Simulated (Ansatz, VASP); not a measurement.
W: VASP beside Ansatz

```
W
1.0
    -1.58234    1.58234    1.58234
     1.58234   -1.58234    1.58234
     1.58234    1.58234   -1.58234
W
1
Direct
  0.00000 0.00000 0.00000
```

Alike in both runs: task relaxation of cell and atoms; functional revPBE; k mesh 12 × 12 × 12; occupations fermi-dirac, width 0.05 eV; no spin polarisation.

```csv
,VASP,Ansatz
version,VASP 6.6.1,Ansatz 0.2.0
potentials or method,"VASP PAW PBE potentials, release 64 (W_sv), cutoff 600 eV","all-electron LAPW, scalar-relativistic"
```

Ansatz gave:

```
relaxed volume (Å³/atom)                                     : 16.30
relaxed cell length with the largest relative difference (Å) : 2.767
energy change over the relaxation (meV/atom)                 : -12
```

Question: What did VASP give for the same quantities?

Answer: Relaxed volume (Å³/atom): 16.32; relaxed cell length with the largest relative difference (Å): 2.768; energy change over the relaxation (meV/atom): -13.

Ansatz ran all-electron here, so the differences hold the error of VASP's frozen core and of both bases.

Caveats: the PAW data sets were made with another functional, which shifts forces and pressure a little (VASP). Zero-point motion and thermal expansion aren't in these numbers. The runs have no spin-orbit coupling, so splittings on W are missing.
